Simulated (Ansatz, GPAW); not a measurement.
This is a calculation of TiAl3 for GPAW 26.7.0 (ASE script). The cell comes from a database or a generator and needn't be the stable form of this composition.

File run.py:

```python
from ase import Atoms
from ase.dft.bandgap import bandgap
from ase.io import write
from ase.units import Bohr, GPa
from gpaw import GPAW, PW, setup_paths
from gpaw.elf import elf_from_dft_calculation

setup_paths.insert(0, '.')

atoms = Atoms(['Ti', 'Al', 'Al', 'Al'],
              cell=[[3.95567125, 0.0, 0.0],
                    [0.0, 3.95567125, 0.0],
                    [0.0, 0.0, 3.95567125]],
              scaled_positions=[[0.0, 0.0, 0.0],
                                [0.0, 0.5, 0.5],
                                [0.5, 0.0, 0.5],
                                [0.5, 0.5, 0.0]],
              pbc=True)

calc = GPAW(mode=PW(600),
            xc='PBEsol',
            kpts={'size': (7, 7, 7), 'gamma': True},
            occupations={'name': 'fermi-dirac', 'width': 0.05},
            nbands=23,
            convergence={'density': 1e-05, 'energy': 1e-05},
            maxiter=150,
            txt='gpaw.txt')
atoms.calc = calc
energy = atoms.get_potential_energy()
forces = atoms.get_forces()
stress = atoms.get_stress()
calc.write('gs.gpw')
write('result.traj', atoms)
print(f'Energy: {energy:.6f} eV')
print('Forces (eV/A):')
print(forces.round(4))
print('Stress (GPa):', (stress / GPa).round(3))
print('Fermi level:', round(calc.get_fermi_level(), 4), 'eV')
print(f'Gap: {bandgap(calc)[0]:.4f} eV, direct: {bandgap(calc, direct=True)[0]:.4f} eV')

# fields on the real-space grid
write('density.cube', atoms, data=calc.get_pseudo_density() * Bohr**3)
write('potential.cube', atoms, data=calc.get_electrostatic_potential())
write('elf.cube', atoms, data=elf_from_dft_calculation(calc).data)
```

Potentials or basis: PAW data sets generated in the run's folder for this functional, pw.

Run with:

```bash
$ gpaw-setup -f PBEsol Al Ti
$ OMP_NUM_THREADS=1 python run.py
```

Problem. What does the same run look like in Ansatz 0.2.0? Potentials or basis there: all-electron LAPW, scalar-relativistic.

Solution. As run (cutoffs and basis follow the program's own potentials, and thresholds, step limits or extra output files can differ):

The input input.yaml:

```yaml
crystal:
  lattice:
    - [3.95567125, 0.0, 0.0]
    - [0.0, 3.95567125, 0.0]
    - [0.0, 0.0, 3.95567125]
  atoms:
    - { symbol: Ti, position: [0.0, 0.0, 0.0] }
    - { symbol: Al, position: [0.0, 0.5, 0.5] }
    - { symbol: Al, position: [0.5, 0.0, 0.5] }
    - { symbol: Al, position: [0.5, 0.5, 0.0] }
kpoints:
  mp_grid: { grid: [7, 7, 7] }
scf:
  occupations: { method: fermi_dirac, width: 0.05 }
hamiltonian:
  xc: pbesol
  pseudopotentials: { kind: all_electron, lapw: { basis_error: 0.001 } }
output:
  forces: true
  stress: true
  eigenvalues: true
  populations: true
```

Potentials or basis: all-electron LAPW, scalar-relativistic.

The run is started by

```sh
$ ansatz run input.yaml --threads 2 --pin off --max-ram 8192MiB --backend cpu --events-out ev --progress --plain --runs-dir out
```

Both were run:

|  | GPAW | Ansatz |
| --- | --- | --- |
| Pressure | -0.5 GPa | -0.6 GPa |

Where Ansatz's input types no cutoff or centring, it takes its own default and a Γ-centred mesh.

Pressure is positive in compression.
